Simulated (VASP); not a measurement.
# Ga (C2/c) in VASP: further runs

One crystal, Ga, is run at these levels: PBE; tasks: single point.

Everything below comes from runs of VASP 6.6.1. Logs are shortened: lines on timing, memory, paths and dates and some standing lists are left out, and cuts for length are marked.

### 1 The structure

The structure is monoclinic, space group C2/c (No. 15). Conventional cell: a = 2.766 Å, b = 8.053 Å, c = 3.332 Å, α = 90.00°, β = 92.02°, γ = 90.00°. Around Ga (site symmetry 2) lie 8 Ga at 2.69 to 2.92 Å.

This isn't the form of Ga at room conditions, which is orthorhombic.

### 2 Single point, PBE

INCAR

```
PREC = Accurate
ENCUT = 700
EDIFF = 1E-6
ISMEAR = 0
SIGMA = 0.15
LREAL = False
LASPH = True
NELM = 100
ALGO = Normal
ISIF = 2
LWAVE = False
LCHARG = False
GGA = PE
NBANDS = 20
ADDGRID = False
```

KPOINTS

```
regular mesh
0
Gamma
  6 6 5
```

POSCAR

```
Ga
1.0
    1.3830000000     -4.0265000000      0.0000000000
    1.3830000000      4.0265000000      0.0000000000
   -0.1174474948      0.0000000000      3.3299294416
Ga
2
Direct
    0.0863460000      0.8268100000      0.7848140000
    0.8777350000      0.1376800000      0.2531650000
```

Potentials or basis: VASP PAW PBE potentials, release 64 (Ga_d).

On the command line:

```
> cat potpaw_PBE.64/Ga_d/POTCAR > POTCAR
> mpirun -np 1 vasp_std > vasp.out
```

OUTCAR:

```text
PREC = Accurate
   ENCUT = 700
   EDIFF = 1E-6
   ISMEAR = 0
   LREAL = False
   LASPH = True
   NELM = 100
   ISIF = 2
   GGA = PE

 Found     92 irreducible k-points:

 Following reciprocal coordinates:
            Coordinates               Weight
  0.000000  0.000000  0.000000      1.000000
  0.166667  0.000000  0.000000      2.000000
 -0.000000 -0.166667  0.000000      2.000000
  0.333333  0.000000  0.000000      2.000000
 -0.000000 -0.333333 -0.000000      2.000000
  0.500000 -0.000000  0.000000      1.000000
   k-points           NKPTS =     92   k-points in BZ     NKDIM =     92   number of bands    NBANDS=     20
   number of dos      NEDOS =    301   number of ions     NIONS =      2
   total plane-waves  NPLWV =  48000
   dimension x,y,z NGX =    40 NGY =   40 NGZ =   30
   dimension x,y,z NGXF=    80 NGYF=   80 NGZF=   60
   ions per type =               2
   NGX,Y,Z   is equivalent  to a cutoff of  15.62, 15.62, 14.97 a.u.
   NGXF,Y,Z  is equivalent  to a cutoff of  31.24, 31.24, 29.94 a.u.
 SYSTEM =  unknown system
   PREC   = accura    normal or accurate (medium, high low for compatibility)
   ISTART =      0    job   : 0-new  1-cont  2-samecut
   ICHARG =      2    charge: 1-file 2-atom 10-const
   ISPIN  =      1    spin polarized calculation?
   LNONCOLLINEAR =      F non collinear calculations
   LSORBIT =      F    spin-orbit coupling
   LASPH  =      T    aspherical Exc in radial PAW
   ENCUT  =  700.0 eV  51.45 Ry    7.17 a.u.   9.18  9.18  7.19*2*pi/ulx,y,z
   NELM   =    100;   NELMIN=  2; NELMDL= -5     # of ELM steps
   EDIFF  = 0.1E-05   stopping-criterion for ELM
[... 8 lines left out ...]
   TEBEG  =    0.0;   TEEND  =   0.0 temperature during run
   PSTRESS=    0.0 pullay stress
   NELECT =      26.0000    total number of electrons
   NUPDOWN=      -1.0000    fix difference up-down
   EMIN   =  10.00;   EMAX   =-10.00  energy-range for DOS
   EFERMI =   0.00;   METHOD = LEGACY
   ISMEAR =     0;   SIGMA  =   0.15  broadening in eV -4-tet -1-fermi 0-gaus
   EFERMI_NEDOS =   21; number of points for ismear=-14 and -15
   IALGO  =     38    algorithm
   IMIX   =      4    mixing-type and parameters
     AMIX     =   0.40;   BMIX     =  1.00
     AMIX_MAG =   1.60;   BMIX_MAG =  1.00
  volume/ion in A,a.u.               =      18.54       125.14
  Fermi-wavevector in a.u.,A,eV,Ry     =   1.454323  2.748273 28.777089  2.115056
  Thomas-Fermi vector in A             =   2.571487
   LORBIT       =      0    0 simple, 1 ext, 2 COOP (PROOUT), +10 PAW based schemes
   GGA     = PE    functional components
   LHFCALC =     F    Hartree Fock is set to
   AEXX    =    0.0000 exact exchange contribution
   IVDW    =     0    specifies the selected vdW correction
   LEPSILON=     F    determine dielectric tensor
   LRPA    =     F    only Hartree local field effects (RPA)
 non-spin polarized calculation
 Gauss-broadening in eV      SIGMA  =   0.15
  energy-cutoff  :      700.00
  volume of cell :       37.09
 maximum number of plane-waves:      1573
 NGX is ok and might be reduce to    40
   NGX = 19   NGY = 19   NGZ = 15

 number of electron      25.9999999 magnetization

 Free energy of the ion-electron system (eV)
  ---------------------------------------------------
  ext. energy  EPLUGINS =         0.00000000
  ---------------------------------------------------
  free energy    TOTEN  =        -5.72209688 eV

  energy without entropy =       -5.70972036  energy(sigma->0) =       -5.71590862

 E-fermi :   5.6050     XC(G=0): -11.0555

 val. band max:        5.6023162468   @ k =   0.3333   0.0000   0.4000
 cond. band min:       5.6764694634   @ k =   0.5000  -0.0000   0.0000
 fundamental gap:      0.0741532167
 Fermi energy:         5.6049554572

 k-point     1 :       0.0000    0.0000    0.0000
  band No.  band energies     occupation
      1      -9.5335      2.00000
      2      -9.5040      2.00000
      3      -9.4621      2.00000
      4      -9.4428      2.00000
      5      -9.1855      2.00000
      6      -9.1647      2.00000
[... 12 lines left out ...]
     19      16.5348      0.00000
     20      18.7227      0.00000

 k-point     2 :       0.1667    0.0000    0.0000
  band No.  band energies     occupation
      1      -9.5134      2.00000
      2      -9.4715      2.00000
      3      -9.4149      2.00000
      4      -9.3466      2.00000
      5      -9.2265      2.00000
      6      -9.2162      2.00000
[... 12 lines left out ...]
     19      16.8447      0.00000
     20      20.2848      0.00000

 k-point     3 :      -0.0000   -0.1667    0.0000
  band No.  band energies     occupation
      1      -9.5038      2.00000
      2      -9.4645      2.00000
      3      -9.4069      2.00000
      4      -9.3476      2.00000
      5      -9.2246      2.00000
      6      -9.2130      2.00000
[... 12 lines left out ...]
     19      16.9250      0.00000
     20      20.3332      0.00000

 k-point     4 :       0.3333    0.0000    0.0000
  band No.  band energies     occupation
      1      -9.4855      2.00000
      2      -9.4272      2.00000
      3      -9.3576      2.00000
      4      -9.3528      2.00000
      5      -9.3180      2.00000
      6      -9.2077      2.00000
[... 12 lines left out ...]
     19      17.2049      0.00000
     20      18.5638      0.00000

 k-point     5 :      -0.0000   -0.3333   -0.0000
  band No.  band energies     occupation
      1      -9.4470      2.00000
      2      -9.4051      2.00000
      3      -9.3488      2.00000
      4      -9.3148      2.00000
      5      -9.2859      2.00000
      6      -9.2259      2.00000
[... 12 lines left out ...]
     19      17.2244      0.00000
     20      18.6563      0.00000

 k-point     6 :       0.5000   -0.0000    0.0000
  band No.  band energies     occupation
      1      -9.4768      2.00000
      2      -9.4412      2.00000
      3      -9.3917      2.00000
      4      -9.3528      2.00000
      5      -9.3461      2.00000
      6      -9.2247      2.00000
[... 12 lines left out ...]
     19      16.3746      0.00000
     20      17.1151      0.00000

 [... further k-points ...]

------------------------ aborting loop because EDIFF is reached ----------------------------------------

  FORCE on cell =-STRESS in cart. coord.  units (eV):
  Direction    XX          YY          ZZ          XY          YZ          ZX
  --------------------------------------------------------------------------------------
  -------------------------------------------------------------------------------------
  Total        0.9913399      0.1871310      0.2832222      0.0122927      0.1070127      0.1348354
  in kB       42.8270594      8.0842803     12.2355335      0.5310594      4.6230743      5.8250483
  external PRESSURE =      21.0489577 kB  Pullay stress =       0.0000000 kB

 VOLUME and BASIS-vectors are now :
 -----------------------------------------------------------------------------
  energy-cutoff  :      700.00
  volume of cell :       37.09
      direct lattice vectors                 reciprocal lattice vectors
     1.383000000 -4.026500000  0.000000000     0.361532899 -0.124177325  0.012751361
     1.383000000  4.026500000  0.000000000     0.361532899  0.124177325  0.012751361
    -0.117447495  0.000000000  3.329929442     0.000000000  0.000000000  0.300306663

 POSITION                                       TOTAL-FORCE (eV/Angst)
 -----------------------------------------------------------------------------------
      1.17072      2.98148      2.61338        -0.000456     -0.232891     -0.191010
      1.37459     -2.97983      0.84302         0.000456      0.232891      0.191010
 -----------------------------------------------------------------------------------
    total drift:                               -0.000008     -0.000007     -0.000118

  FREE ENERGIE OF THE ION-ELECTRON SYSTEM (eV)
  ---------------------------------------------------
  free  energy   TOTEN  =        -5.7220968807 eV

  energy  without entropy=       -5.7097203628  energy(sigma->0) =       -5.71590862
```

Wall time 90 s (1 thread of Intel Xeon Platinum 8259CL at 2.50GHz (Skylake/Cascade Lake), shared host); peak memory 0.25 GiB.

The run converged, but some of its settings lie outside the range that counts as converged, so its numbers aren't taken as properties of the crystal.

What came out:

```yaml
Free_energy: -5.7221 eV
Pressure: 2.1 GPa
Largest_force: 0.301 eV/Å
Band_gap_on_the_k_mesh: none (metal or under the smearing width)
```

Caveat: the k mesh is coarse (spacing up to 0.40 Å⁻¹), so the values aren't converged.

### 3 Single point, PBE

INCAR, as its differences from that of step 2:

```diff
@@ -1,3 +1,3 @@
 PREC = Accurate
-ENCUT = 700
+ENCUT = 550
 EDIFF = 1E-6
```

KPOINTS

```
regular mesh
0
Gamma
  7 7 6
```

POSCAR

```
Ga
1.0
    1.3830000000     -4.0265000000      0.0000000000
    1.3830000000      4.0265000000      0.0000000000
   -0.1174474948      0.0000000000      3.3299294416
Ga
2
Direct
    0.1310000000      0.8690000000      0.7500000000
    0.8690000000      0.1310000000      0.2500000000
```

Potentials or basis: VASP PAW PBE potentials, release 64 (Ga_d).

On the command line:

```
> cat potpaw_PBE.64/Ga_d/POTCAR > POTCAR
> mpirun -np 1 vasp_std > vasp.out
```

OUTCAR:

```text
PREC = Accurate
   ENCUT = 550
   EDIFF = 1E-6
   ISMEAR = 0
   LREAL = False
   LASPH = True
   NELM = 100
   ISIF = 2
   GGA = PE

 Found     88 irreducible k-points:

 Following reciprocal coordinates:
            Coordinates               Weight
  0.000000  0.000000  0.000000      1.000000
  0.142857  0.000000  0.000000      4.000000
  0.285714 -0.000000  0.000000      4.000000
  0.428571 -0.000000 -0.000000      4.000000
  0.142857  0.142857  0.000000      2.000000
[... 217 lines left out ...]

  FORCE on cell =-STRESS in cart. coord.  units (eV):
  Direction    XX          YY          ZZ          XY          YZ          ZX
  --------------------------------------------------------------------------------------
  -------------------------------------------------------------------------------------
  Total        0.3618918      0.8448283      0.3628199      0.0000000      0.0000000     -0.0978268
  in kB       15.6341561     36.4975844     15.6742505      0.0000000      0.0000000     -4.2262323
  external PRESSURE =      22.6019970 kB  Pullay stress =       0.0000000 kB

 VOLUME and BASIS-vectors are now :
 -----------------------------------------------------------------------------
  energy-cutoff  :      550.00
  volume of cell :       37.09
      direct lattice vectors                 reciprocal lattice vectors
     1.383000000 -4.026500000  0.000000000     0.361532899 -0.124177325  0.012751361
     1.383000000  4.026500000  0.000000000     0.361532899  0.124177325  0.012751361
    -0.117447495  0.000000000  3.329929442     0.000000000  0.000000000  0.300306663

 POSITION                                       TOTAL-FORCE (eV/Angst)
 -----------------------------------------------------------------------------------
      1.29491      2.97156      2.49745        -0.000000     -0.143181      0.000000
      1.35364     -2.97156      0.83248         0.000000      0.143181     -0.000000
 -----------------------------------------------------------------------------------
    total drift:                                0.000000     -0.000000     -0.000000

  FREE ENERGIE OF THE ION-ELECTRON SYSTEM (eV)
  ---------------------------------------------------
  free  energy   TOTEN  =        -5.7357260728 eV

  energy  without entropy=       -5.7251306342  energy(sigma->0) =       -5.73042835
```

OSZICAR:

```text
N       E                     dE             d eps       ncg     rms          rms(c)
DAV:   1     0.131895303110E+03    0.13190E+03   -0.13621E+04  3744   0.253E+03
DAV:   2     0.590017465642E+01   -0.12600E+03   -0.12287E+03  3644   0.394E+02
DAV:   3    -0.560911825350E+01   -0.11509E+02   -0.11443E+02  3928   0.958E+01
DAV:   4    -0.578509702184E+01   -0.17598E+00   -0.17589E+00  4060   0.130E+01
DAV:   5    -0.578801282125E+01   -0.29158E-02   -0.29157E-02  3984   0.165E+00    0.141E+00
DAV:   6    -0.574460688247E+01    0.43406E-01   -0.88494E-02  4840   0.492E+00    0.726E-01
DAV:   7    -0.573659549996E+01    0.80114E-02   -0.17422E-02  4992   0.182E+00    0.202E-01
DAV:   8    -0.573570976676E+01    0.88573E-03   -0.22421E-03  3920   0.652E-01    0.192E-02
DAV:   9    -0.573572487872E+01   -0.15112E-04   -0.11130E-04  3976   0.106E-01    0.778E-03
DAV:  10    -0.573572613024E+01   -0.12515E-05   -0.75790E-06  3848   0.306E-02    0.234E-03
DAV:  11    -0.573572607279E+01    0.57454E-07   -0.98651E-07  2448   0.125E-02
   1 F= -.57357261E+01 E0= -.57304284E+01  d E =-.105954E-01
```

Wall time 66 s (1 thread of Intel Xeon Platinum 8259CL at 2.50GHz (Skylake/Cascade Lake), shared host); peak memory 0.21 GiB.

The run converged, but some of its settings lie outside the range that counts as converged, so its numbers aren't taken as properties of the crystal.

Results:

| Item | Value |
| --- | --- |
| Free energy | -5.7357 eV |
| Pressure | 2.3 GPa |
| Largest force | 0.143 eV/Å |
| Band gap on the k mesh | none (metal or under the smearing width) |
